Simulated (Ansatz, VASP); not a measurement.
## KF: VASP beside Ansatz

The input POSCAR:

```
KF
1.0
    0.0000000000      2.5805212422      2.5805212422
    2.5805212422      0.0000000000      2.5805212422
    2.5805212422      2.5805212422      0.0000000000
K F
1 1
Direct
    0.0000000000      0.0000000000      0.0000000000
    0.5000000000      0.5000000000      0.5000000000
```

Contents of INCAR.step1:

```
PREC = Accurate ; ENCUT = 520
ISMEAR = 0 ; SIGMA = 0.01
LREAL = False ; LASPH = True
NELM = 80 ; NBANDS = 15
GGA = PE ; ALGO = Normal
EDIFF = 1E-4 ; LWAVE = True
LCHARG = False
```

INCAR.step2

```
PREC = Accurate ; ENCUT = 520
EDIFF = 1E-6 ; ISMEAR = 0
SIGMA = 0.01 ; LREAL = False
LASPH = True ; NELM = 80
ALGO = Normal ; ISIF = 2
LWAVE = False ; LCHARG = False
METAGGA = R2SCAN ; LMIXTAU = True
NBANDS = 15 ; ISTART = 1
```

KPOINTS

```
Automatic mesh
0
Gamma
  8 8 8
```

Input for Ansatz:

```yaml
crystal:
  lattice:
    - [0.0, 2.5805212422, 2.5805212422]
    - [2.5805212422, 0.0, 2.5805212422]
    - [2.5805212422, 2.5805212422, 0.0]
  atoms:
    - { symbol: K, position: [0.0, 0.0, 0.0] }
    - { symbol: F, position: [0.5, 0.5, 0.5] }
kpoints:
  mp_grid: { grid: [8, 8, 8] }
  band_path:
    path:
      - [0.0, 0.0, 0.0]
      - [0.5, 0.0, 0.5]
      - [0.625, 0.25, 0.625]
      - [0.375, 0.375, 0.75]
      - [0.5, 0.5, 0.5]
      - [0.5, 0.25, 0.75]
    npoints: 1
hamiltonian:
  xc: r2scan
scf:
  occupations: { method: fixed }
  n_extra_bands: 4
output:
  forces: true
  stress: true
  eigenvalues: true
```

Change from the starting cell: hydrostatic strain -3.0%.

Alike in both runs: task single point; functional r2SCAN; k mesh 8 × 8 × 8; no spin polarisation.

|  | VASP | Ansatz |
| --- | --- | --- |
| version | VASP 6.6.1 | Ansatz 0.2.0 |
| potentials or method | VASP PAW PBE potentials, release 64 (K_sv, F) | plane waves, PAW |
| plane-wave cutoff (eV) | 520 | 500 |
| occupations | gaussian, width 0.01 eV | fixed |
| valence electrons in the cell | 16 | 16 |

|  | VASP | Ansatz | Ansatz less VASP |
| --- | --- | --- | --- |
| gap on the k mesh at the Fermi level (eV) | 7.42 | 7.43 | +0.001 |
| pressure (GPa) | 4.0 | 4.0 | -0.04 |

Caveats: the PAW data sets were made with another functional, which shifts forces and pressure a little (VASP). A k mesh can miss the band edges.
